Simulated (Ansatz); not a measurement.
# Straining BaTiO3

Level of theory: DFT r2SCAN, scalar-relativistic, plane waves, PAW in Ansatz 0.2.0. (500 eV cutoff, 8×8×8 k-mesh, Gaussian smearing of 0.02 eV, no spin polarisation)

Starting point, cell and atoms relaxed:

```
Ba Ti O
1.0
     3.99404    0.00000    0.00000
     0.00000    3.99404    0.00000
     0.00000    0.00000    3.99404
Ba Ti O
1 1 3
Direct
  0.50000 0.50000 0.50000
  0.00000 0.00000 0.00000
  0.50000 0.00000 0.00000
  0.00000 0.50000 0.00000
  0.00000 0.00000 0.50000
```

Deformation: biaxial strain in the a-b plane, with the length and tilt of c and the atoms relaxed, all within the symmetry that the strain leaves. Energies are extrapolated to zero smearing. Gaps are generalised Kohn–Sham gaps over the whole zone.

Spin-orbit coupling is left out, which matters for the bands and energies of heavy elements.

| strain (%) | ΔE (meV/atom) | a (Å) | b (Å) | c (Å) | gap (eV) |
| --- | --- | --- | --- | --- | --- |
| -3.0 | 27.6 | 3.874 | 3.874 | 4.089 | 2.15 |
| -2.0 | 11.8 | 3.914 | 3.914 | 4.055 | 2.16 |
| -1.0 | 2.8 | 3.954 | 3.954 | 4.024 | 2.17 |
| +0.0 | 0.0 | 3.994 | 3.994 | 3.994 | 2.17 |
| +1.0 | 2.7 | 4.034 | 4.034 | 3.966 | 2.11 |
| +2.0 | 10.3 | 4.074 | 4.074 | 3.940 | 2.04 |
| +3.0 | 22.5 | 4.114 | 4.114 | 3.916 | 1.98 |

Q: What stiffness (1/V) d²E/dε² at zero strain does a cubic fit over all points give?

A: A cubic fit gives (1/V) d²E/dε² = 700 GPa at zero strain (twice the biaxial modulus).

Q: How does the free axis c answer a small strain?

A: Between the innermost points its strain is -0.72 times the applied one.

Q: How fast does the gap move with strain on either side?

A: 6 meV per percent on the compressed side and -66 meV per percent on the stretched side; it is indirect at -1.0 %, indirect at zero and indirect at +1.0 %.